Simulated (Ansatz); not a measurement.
# Ge (Cmcm) in Ansatz: a series of runs

Runs on Ge. Level: LDA. Tasks: band structure, single point, equation of state.

Everything below comes from runs of Ansatz 0.2.0. Logs are shortened: lines on timing, memory, paths and dates and some standing lists are left out, and cuts for length are marked.

## Step 1: The crystal as given

The structure is orthorhombic, space group Cmcm (No. 63). The conventional cell has a = 2.976 Å, b = 5.189 Å, c = 4.728 Å, α = 90.00°, β = 90.00°, γ = 90.00°. Ge (site symmetry m2m) is surrounded by 12 Ge at 2.92 to 2.99 Å.

This isn't the form of Ge at room conditions, which is diamond.

## Step 2: Band structure, LDA

input.yaml reads:

```yaml
crystal:
  lattice:
    - [1.488052925, -2.59468961, 0.0]
    - [1.488052925, 2.59468961, 0.0]
    - [0.0, 0.0, 4.72759579]
  atoms:
    - { symbol: Ge, position: [0.33344663, 0.66655337, 0.25] }
    - { symbol: Ge, position: [0.66655337, 0.33344663, 0.75] }
hamiltonian:
  xc: lda
  pseudopotentials: { kind: paw }
kpoints:
  mp_grid: { grid: [10, 10, 6] }
  band_path:
    path:
      - [[0.0, 0.0, 0.0], [0.3322253894, 0.3322253894, 0.0], [0.0, 0.5, 0.0], [0.0, 0.5, 0.5], [0.3322253894, 0.3322253894, 0.5], [0.0, 0.0, 0.5], [0.0, 0.0, 0.0], [-0.5, 0.5, 0.0], [-0.3322253894, 0.6677746106, 0.0], [-0.3322253894, 0.6677746106, 0.5], [-0.5, 0.5, 0.5], [-0.5, 0.5, 0.0]]
      - [[0.0, 0.0, 0.5], [-0.5, 0.5, 0.5]]
    npoints: 14
scf:
  occupations: { method: fermi_dirac, width: 0.05 }
  n_extra_bands: 6
output:
  forces: true
  stress: true
  eigenvalues: true
  fatbands: true
  write_density: true
  write_potential: true
  elf: true
  volumetric_format: npy
```

Potentials or basis: Ansatz PAW.

The run is started by

```console
$ ansatz run input.yaml --threads 2 --pin off --max-ram 5632MiB --backend cpu --events-out ev --progress --plain --runs-dir out
```

The log of the run:

```text
Warning: RAYON_NUM_THREADS=2 ignored (pool sized by the plan → 2); use --threads N
scf.n_extra_bands = 6 over 14 filled bands (N_el = 28.0): the run solves 20 bands
Engine: ansatz 0.2.0, aarch64-unknown-linux-gnu
Pseudopotentials: kind: paw
Pseudopotential: Ge, paw, valence charge 14, recommended cutoff 420 eV (normal), Ge.paw.azcp
Functional definition: SPW92
  exchange = slater_x
  correlation = pw_c
Crystal: 2 atoms, lattice volume = 36.507 Å³
Basis set: ecut = 420 eV, 695 PW (Γ)
Bands: 20, of which v1, the nominal top of the filled ones, is band 14 counted from 1 (13 counted from 0)
Symmetry: 8 space group operations
Space group: Cmcm (ITA 63), of the structure as read, at distance tolerance 3.3e-5 Å
k-points: 124 of 600
Non-local potential: Ge, projectors of the file, l = 0: 2, l = 1: 2, l = 2: 3, l = 3: 1
PAW form: soft (Blöchl's): semilocal exchange-correlation on the pseudo side does not see the compensation charge
PAW frozen core: Ge, regenerated for the run's functional, and the local potential with it (the file was generated under x = pbe(κ = 0.804, μ = 0.2195149727645171), c = pbe(β = 0.06672455060314922))
PAW one-centre angular grid: Ge, 590 points (default); XC on 64 Gauss nodes
Initial density: superposition of atomic densities (neutral atoms: chi_scale 0, normalization atom), corrected by the library's trained network
Initial wavefunctions: pseudopotential atomic-orbital guess
Functional: x = slater, c = lda
SCF iter   1: F=—  HF=-8430.846343 eV  |F-HF|=—  |Δ(HF+E_count)|=         —  Δρ=5.32e-3  dr2=5.47e-3  ethr=1.77e-3  ⟨swp⟩=5.4  Hψ=10834  notcnv=0  defer=19
preconditioner: auto → none  [metal: Δε(μ)=0.014 eV  Ē_g=25.318 eV  σ=0.050 eV  W_gap=0.07  n_scr=8 (ndim 8)  ℏωp=32.5 eV  f_vac=0.000  D(μ)=1.09/eV (n_scr^D=2)  sad-step TF]
SCF iter   2: F=—  HF=-8430.844003 eV  |F-HF|=—  |Δ(HF+E_count)|=   2.34e-3  Δρ=2.97e-3  dr2=2.46e-3  ethr=1.95e-5  ⟨swp⟩=2.2  Hψ=5054  notcnv=0  defer=34
SCF iter   3: F=—  HF=-8430.843175 eV  |F-HF|=—  |Δ(HF+E_count)|=   8.29e-4  Δρ=7.63e-4  dr2=8.06e-5  ethr=8.80e-6  ⟨swp⟩=2.5  Hψ=3420  notcnv=0  defer=34
SCF iter   4: F=—  HF=-8430.843065 eV  |F-HF|=—  |Δ(HF+E_count)|=   1.09e-4  Δρ=1.01e-4  dr2=1.49e-6  ethr=2.88e-7  ⟨swp⟩=2.0  Hψ=4024  notcnv=0  defer=34
iter 5 did not close the SCF: its close was put off for the readings that it lacked (scf_convergence_deferred on its scf_iter line)
SCF iter   5: F=-8430.843064 eV  HF=-8430.843064 eV  |F-HF|=1.43e-7  |Δ(HF+E_count)|=   7.50e-7  Δρ=2.22e-5  dr2=8.90e-8  ethr=5.31e-9  ⟨swp⟩=2.0  Hψ=4072  notcnv=0  defer=34
SCF iter   6: F=-8430.843064 eV  HF=-8430.843064 eV  |F-HF|=9.56e-9  |Δ(HF+E_count)|=   5.87e-8  Δρ=6.51e-6  dr2=6.81e-9  ethr=3.18e-10  ⟨swp⟩=7.3  Hψ=13888  notcnv=0
SCF 1 converged in 6 iterations: F = -8430.843064 eV  dr2 = 6.81e-9
NSCF: frozen V_eff on 170 k-points
SCF converged after 6 iterations
Free energy (F): -8430.843064 eV
Harris-Foulkes:  -8430.843064 eV  (|F-HF|=9.56e-9)
Internal energy: -8430.834764 eV  (E = F + TS)
E sigma→0 (E₀):  -8430.838914 eV
Entropy (-TS):   -0.008300 eV (-4.150 meV/atom)
Fermi energy:    11.178597 eV
--- Per-component energies (eV) ---
  E_band       = -223.359327
  E_kinetic    = 222.521305
  E_local      = -4211.926321  (includes V_loc(G=0)·N_el)
  E_nonlocal   = 835.768754
  E_hartree    = 1840.326015
  E_xc         = -151.330304
  E_vxc        = -131.192300  (∫ρ·V_xc dr)
  E_paw        = -3874.598610  (= ΣΔE_a)
  E_vpaw       = -619.189790  (= ΣTr[D̂ρ^β])
  E_aug_tail   = 0.000579  (compensation charges beyond the density's cutoff)
  E_ewald      = -3095.412836
  E_core_change = 3.816652  (= ΣΔE_core)
  E_smearing   = -0.008300  (= −TS)
  E_closure    = 0.000000  (closes the sum)
  Σ components = -8430.843064   (vs F -8430.843064, Δ=0.00e0)
--- Forces (eV/Å), atoms counted from 1 ---
  atom   1  Ge     0.00000000     0.00037463     0.00000000
  atom   2  Ge     0.00000000    -0.00037463     0.00000000
  max |Σ_I F_I| component: 0.00e0 eV/Å
--- Stress (GPa, compression-positive) ---
       -2.077931       0.000000       0.000000
        0.000000      -1.885900       0.000000
        0.000000       0.000000       0.314285
  P = ⅓ Tr σ = -1.2165 GPa (-12.165 kbar)
--- Band table (eV; the first three rows and the last of 124) ---
  k-point 0: bands = ["-13.5339", "-13.5243", "-13.5219", "-13.5206", "-13.5151", "-13.5119", "-13.5020", "-13.5013", "-13.4274", "-13.4268", "-2.1830", "3.6492", "5.7018", "17.7027", "17.8159", "19.7733", "19.8880", "21.1452", "22.5985", "24.1887"]
  k-point 1: bands = ["-13.5328", "-13.5299", "-13.5267", "-13.5223", "-13.5181", "-13.5149", "-13.4908", "-13.4896", "-13.4300", "-13.4294", "-1.9973", "2.3762", "7.3343", "17.8468", "17.9597", "19.4427", "19.6897", "19.8024", "22.7452", "24.5298"]
  k-point 2: bands = ["-13.5343", "-13.5311", "-13.5294", "-13.5255", "-13.5232", "-13.5221", "-13.4712", "-13.4701", "-13.4383", "-13.4375", "-1.4398", "0.7779", "10.0022", "16.2929", "18.2534", "18.3647", "19.3741", "19.4836", "23.1842", "24.2474"]
  k-point 123: bands = ["-13.5592", "-13.5592", "-13.5404", "-13.5404", "-13.4779", "-13.4779", "-13.4275", "-13.4275", "-13.4229", "-13.4229", "4.0580", "4.0580", "6.2722", "6.2722", "15.3970", "15.3970", "16.2068", "16.2068", "20.0056", "20.0056"]
```

bands.tsv:

```text
# k_distance	band_0	band_1	band_2	band_3	band_4	band_5	band_6	band_7	band_8	band_9	band_10	band_11	band_12	band_13	band_14	band_15	band_16	band_17	band_18	band_19
# fermi_ev = 11.178597
[... 188 lines left out ...]
10.524857	-24.737456	-24.737456	-24.715739	-24.715739	-24.656971	-24.656971	-24.609364	-24.609364	-24.604454	-24.604454	-7.839950	-7.839950	-3.975498	-3.975498	4.329019	4.329019	4.792211	4.792211	8.641259	8.641259
10.611342	-24.737768	-24.737768	-24.718143	-24.718143	-24.656567	-24.656567	-24.606966	-24.606966	-24.602236	-24.602236	-7.348533	-7.348533	-4.625468	-4.625468	4.246126	4.246126	4.966660	4.966660	8.751946	8.751946
10.697826	-24.737837	-24.737837	-24.718997	-24.718997	-24.656449	-24.656449	-24.606131	-24.606131	-24.601477	-24.601477	-7.120588	-7.120588	-4.906405	-4.906405	4.218413	4.218413	5.028221	5.028221	8.826975	8.826975
```

It took 5.3 s on 2 threads of Arm Neoverse V1, shared host; peak memory 0.37 GiB.

Results:

```
Free energy            : -8430.8431 eV
Pressure               : -1.2 GPa
Band gap on the k mesh : none (metal or under the smearing width)
```

Stress tensor (GPa, compression positive):
```
-2.08  0.00  0.00
 0.00 -1.89  0.00
 0.00  0.00  0.31
```

Levels at the corners of the path, in eV from the Fermi level:
```csv
point,band 11,band 12,band 13,band 14,band 15,band 16,band 17,band 18
Γ,-13.36,-7.53,-5.48,6.52,6.64,8.59,8.71,9.97
X,-6.78,-6.76,-4.00,-0.04,-0.02,1.00,1.00,1.01
S,-8.47,-7.11,-2.33,-1.26,-0.86,1.49,2.42,6.52
R,-7.05,-7.05,-4.88,-4.88,4.07,4.07,5.01,5.01
A,-5.97,-5.97,-3.59,-3.59,-2.33,-2.33,6.65,6.65
Z,-11.69,-11.69,1.86,1.86,7.65,7.65,7.76,7.76
Γ,-13.36,-7.53,-5.48,6.52,6.64,8.59,8.71,9.97
Y,-8.54,-7.15,-2.37,-1.29,-0.92,1.45,2.57,6.66
X1,-6.78,-6.76,-4.00,-0.04,-0.02,1.00,1.00,1.01
A1,-5.97,-5.97,-3.59,-3.59,-2.33,-2.33,6.65,6.65
T,-7.12,-7.12,-4.91,-4.91,4.22,4.22,5.03,5.03
Y,-8.54,-7.15,-2.37,-1.29,-0.92,1.45,2.57,6.66
Z,-11.69,-11.69,1.86,1.86,7.65,7.65,7.76,7.76
T,-7.12,-7.12,-4.91,-4.91,4.22,4.22,5.03,5.03
```

Caveat: the PAW data sets come from PBE, with cores solved anew for the run's functional, which leaves a small shift of forces and pressure.

## Step 3: Single point, LDA, 17.16 Å³/atom (volume scaled by 0.94)

input.yaml reads:

```yaml
crystal:
  lattice:
    - [1.4576759744, -2.5417218984, 0.0]
    - [1.4576759744, 2.5417218984, 0.0]
    - [0.0, 0.0, 4.6310871635]
  atoms:
    - { symbol: Ge, position: [0.33344663, 0.66655337, 0.25] }
    - { symbol: Ge, position: [0.66655337, 0.33344663, 0.75] }
hamiltonian:
  xc: lda
  pseudopotentials: { kind: paw }
kpoints:
  mp_grid: { grid: [10, 10, 6] }
scf:
  occupations: { method: fermi_dirac, width: 0.05 }
output:
  forces: true
  stress: true
  eigenvalues: true
```

Potentials or basis: Ansatz PAW.

The run is started by

```console
$ ansatz run input.yaml --threads 2 --pin off --max-ram 5632MiB --backend cpu --events-out ev --progress --plain --runs-dir out
```

It took 1.9 s on 2 threads of Arm Neoverse V1, shared host; peak memory 0.33 GiB.

The run converged. Its results:

```yaml
Free_energy: -8430.8254 eV
Pressure: 4.1 GPa
Band_gap_on_the_k_mesh: none (metal or under the smearing width)
```

Caveat: the PAW data sets come from PBE, with cores solved anew for the run's functional, which leaves a small shift of forces and pressure.

## Step 4: Single point, LDA, 17.52 Å³/atom (volume scaled by 0.96)

Changes to input.yaml since step 3:

```diff
@@ -2,5 +2,5 @@
   lattice:
-    - [1.4576759744, -2.5417218984, 0.0]
-    - [1.4576759744, 2.5417218984, 0.0]
-    - [0.0, 0.0, 4.6310871635]
+    - [1.4679416364, -2.5596219381, 0.0]
+    - [1.4679416364, 2.5596219381, 0.0]
+    - [0.0, 0.0, 4.6637015279]
   atoms:
```

The run is started by

```console
$ ansatz run input.yaml --threads 2 --pin off --max-ram 5632MiB --backend cpu --events-out ev --progress --plain --runs-dir out
```

Wall time 2 s (2 threads of Arm Neoverse V1, shared host); peak memory 0.33 GiB.

Results (log left out):

```yaml
Free_energy: -8430.8395 eV
Pressure: 2.1 GPa
Band_gap_on_the_k_mesh: none (metal or under the smearing width)
```

Caveat: the PAW data sets come from PBE, with cores solved anew for the run's functional, which leaves a small shift of forces and pressure.

## Step 5: Single point, LDA, 17.89 Å³/atom (volume scaled by 0.98)

Changes to input.yaml since step 4:

```diff
@@ -2,5 +2,5 @@
   lattice:
-    - [1.4679416364, -2.5596219381, 0.0]
-    - [1.4679416364, 2.5596219381, 0.0]
-    - [0.0, 0.0, 4.6637015279]
+    - [1.4780656917, -2.5772750611, 0.0]
+    - [1.4780656917, 2.5772750611, 0.0]
+    - [0.0, 0.0, 4.6958660032]
   atoms:
```

The run is started by

```console
$ ansatz run input.yaml --threads 2 --pin off --max-ram 5632MiB --backend cpu --events-out ev --progress --plain --runs-dir out
```

Wall time 2.1 s (2 threads of Arm Neoverse V1, shared host); peak memory 0.33 GiB.

Results (log left out):

- Free energy: -8430.8451 eV
- Pressure: 0.4 GPa
- Band gap on the k mesh: none (metal or under the smearing width)

Caveat: the PAW data sets come from PBE, with cores solved anew for the run's functional, which leaves a small shift of forces and pressure.

## Step 6: Single point, LDA, 18.25 Å³/atom

Changes to input.yaml since step 5:

```diff
@@ -2,5 +2,5 @@
   lattice:
-    - [1.4780656917, -2.5772750611, 0.0]
-    - [1.4780656917, 2.5772750611, 0.0]
-    - [0.0, 0.0, 4.6958660032]
+    - [1.488052925, -2.59468961, 0.0]
+    - [1.488052925, 2.59468961, 0.0]
+    - [0.0, 0.0, 4.72759579]
   atoms:
```

Potentials or basis: Ansatz PAW.

The run is started by

```console
$ ansatz run input.yaml --threads 2 --pin off --max-ram 5632MiB --backend cpu --events-out ev --progress --plain --runs-dir out
```

Run time: 2.2 s. Hardware: 2 threads of Arm Neoverse V1, shared host; peak memory 0.33 GiB.

It converged, with:

```
Free energy            : -8430.8431 eV
Pressure               : -1.2 GPa
Band gap on the k mesh : none (metal or under the smearing width)
```

Caveat: the PAW data sets come from PBE, with cores solved anew for the run's functional, which leaves a small shift of forces and pressure.

## Step 7: Single point, LDA, 18.62 Å³/atom (volume scaled by 1.02)

Changes to input.yaml since step 6:

```diff
@@ -2,5 +2,5 @@
   lattice:
-    - [1.488052925, -2.59468961, 0.0]
-    - [1.488052925, 2.59468961, 0.0]
-    - [0.0, 0.0, 4.72759579]
+    - [1.4979078673, -2.6118734857, 0.0]
+    - [1.4979078673, 2.6118734857, 0.0]
+    - [0.0, 0.0, 4.7589052838]
   atoms:
@@ -19 +19,5 @@
   eigenvalues: true
+  write_density: true
+  write_potential: true
+  elf: true
+  volumetric_format: npy
```

The run is started by

```console
$ ansatz run input.yaml --threads 2 --pin off --max-ram 5632MiB --backend cpu --events-out ev --progress --plain --runs-dir out
```

It took 2.8 s on 2 threads of Arm Neoverse V1, shared host; peak memory 0.34 GiB.

The run converged. Its results:

```
Free energy            : -8430.8342 eV
Pressure               : -2.6 GPa
Band gap on the k mesh : none (metal or under the smearing width)
```

Caveat: the PAW data sets come from PBE, with cores solved anew for the run's functional, which leaves a small shift of forces and pressure.

## Step 8: Single point, LDA, 18.98 Å³/atom (volume scaled by 1.04)

Changes to input.yaml since step 7:

```diff
@@ -2,5 +2,5 @@
   lattice:
-    - [1.4979078673, -2.6118734857, 0.0]
-    - [1.4979078673, 2.6118734857, 0.0]
-    - [0.0, 0.0, 4.7589052838]
+    - [1.5076348143, -2.6288341784, 0.0]
+    - [1.5076348143, 2.6288341784, 0.0]
+    - [0.0, 0.0, 4.7898081321]
   atoms:
```

The run is started by

```console
$ ansatz run input.yaml --threads 2 --pin off --max-ram 5632MiB --backend cpu --events-out ev --progress --plain --runs-dir out
```

It took 3.5 s on 2 threads of Arm Neoverse V1, shared host; peak memory 0.35 GiB.

The run converged. Its results:

```
Free energy            : -8430.8192 eV
Pressure               : -3.9 GPa
Band gap on the k mesh : none (metal or under the smearing width)
```

Caveat: the PAW data sets come from PBE, with cores solved anew for the run's functional, which leaves a small shift of forces and pressure.

## Step 9: Single point, LDA, 19.35 Å³/atom (volume scaled by 1.06)

Changes to input.yaml since step 8:

```diff
@@ -2,5 +2,5 @@
   lattice:
-    - [1.5076348143, -2.6288341784, 0.0]
-    - [1.5076348143, 2.6288341784, 0.0]
-    - [0.0, 0.0, 4.7898081321]
+    - [1.5172378428, -2.6455787966, 0.0]
+    - [1.5172378428, 2.6455787966, 0.0]
+    - [0.0, 0.0, 4.8203172867]
   atoms:
```

Potentials or basis: Ansatz PAW.

The run is started by

```console
$ ansatz run input.yaml --threads 2 --pin off --max-ram 5632MiB --backend cpu --events-out ev --progress --plain --runs-dir out
```

Run time: 3.2 s. Hardware: 2 threads of Arm Neoverse V1, shared host; peak memory 0.34 GiB.

The run converged. Its results:

* Free energy: -8430.7987 eV
* Pressure: -5.1 GPa
* Band gap on the k mesh: none (metal or under the smearing width)

Caveat: the PAW data sets come from PBE, with cores solved anew for the run's functional, which leaves a small shift of forces and pressure.

## Step 10: Equation of state, LDA

This step only gathers the single runs of the series.

Results:

| Item | Value |
| --- | --- |
| Equilibrium volume | 17.97 Å³/atom |
| Bulk modulus at fixed shape and positions | 80 GPa |
| Pressure derivative of the bulk modulus | 4.2 |

Energy against volume, from the lowest point:
```tsv
volume (Å³/atom)	energy (meV/atom)
17.158	9.83
17.523	2.80
17.888	0.00
18.253	1.00
18.618	5.42
18.984	12.92
19.349	23.19
```

Caveat: the cell was scaled at fixed shape and fractional positions, which overstates the stiffness of a crystal with free parameters, most of all of layers and chains.
